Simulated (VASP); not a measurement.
## BaZrO3: relaxation of cell and atoms with LDA

Crystal: BaZrO3.

```
Ba Zr O
1.0
     4.15793    0.00000    0.00000
     0.00000    4.15793    0.00000
     0.00000    0.00000    4.15793
Ba Zr O
1 1 3
Direct
  0.50000 0.50000 0.50000
  0.00000 0.00000 0.00000
  0.50000 0.00000 0.00000
  0.00000 0.50000 0.00000
  0.00000 0.00000 0.50000
```

The cell was built by a generator and needn't be a form met in nature.

```
Program                : VASP 6.6.1
Task                   : relaxation of cell and atoms
Functional             : LDA
Potentials or basis    : VASP PAW LDA potentials, release 64 (Ba_sv, Zr_sv, O)
Cutoff                 : 600 eV
k mesh                 : 6 × 6 × 6
Occupations            : gaussian, width 0.03 eV
Spin                   : no spin polarisation
Further INCAR settings : ALGO = Normal; EDIFF = 1e-07; IBRION = 2; EDIFFG = -0.005; NSW = 90; ISIF = 3
```

* Pressure after relaxing: 0.0 GPa
* Band gap on the k mesh: 3.12 eV, indirect (least direct gap 3.31 eV)

Final structure:
```cif
data_structure
_symmetry_space_group_name_H-M 'P 1'
_symmetry_Int_Tables_number 1
_cell_length_a 4.1579
_cell_length_b 4.1579
_cell_length_c 4.1579
_cell_angle_alpha 90.000
_cell_angle_beta 90.000
_cell_angle_gamma 90.000
_cell_volume 71.88
loop_
_atom_site_label
_atom_site_type_symbol
_atom_site_fract_x
_atom_site_fract_y
_atom_site_fract_z
_atom_site_occupancy
Ba1 Ba 0.50000 0.50000 0.50000 1
Zr1 Zr 0.00000 0.00000 0.00000 1
O1 O 0.50000 0.00000 0.00000 1
O2 O 0.00000 0.50000 0.00000 1
O3 O 0.00000 0.00000 0.50000 1
```

Levels at points of the mesh, in eV from the valence-band top:
```csv
k point,band 16,band 17,band 18,band 19,band 20,band 21,band 22,band 23,band 24
"(0.00, 0.00, 0.00)",-1.04,-1.04,-0.19,-0.19,-0.19,3.12,3.12,3.12,4.54
"(0.50, 0.00, 0.00)",-1.80,-1.80,-1.80,-0.41,-0.41,3.60,5.81,5.81,6.42
"(0.50, 0.50, 0.00)",-2.54,-0.93,-0.93,-0.72,-0.08,5.78,5.78,6.53,6.62
"(0.50, 0.50, 0.50)",-2.57,-2.57,0.00,0.00,0.00,6.01,6.01,6.01,7.18
```

It took 15 s on 1 thread of Intel(R) Xeon(R) 6975P-C (Granite Rapids), with other jobs on the host, peak memory 0.2 GiB.

Caveat: the relaxation stopped at its first step, so nothing moved; spin-orbit coupling is left out, which moves the levels of the heavy elements. A hybrid or GW would open this gap; LDA tends to underestimate it.
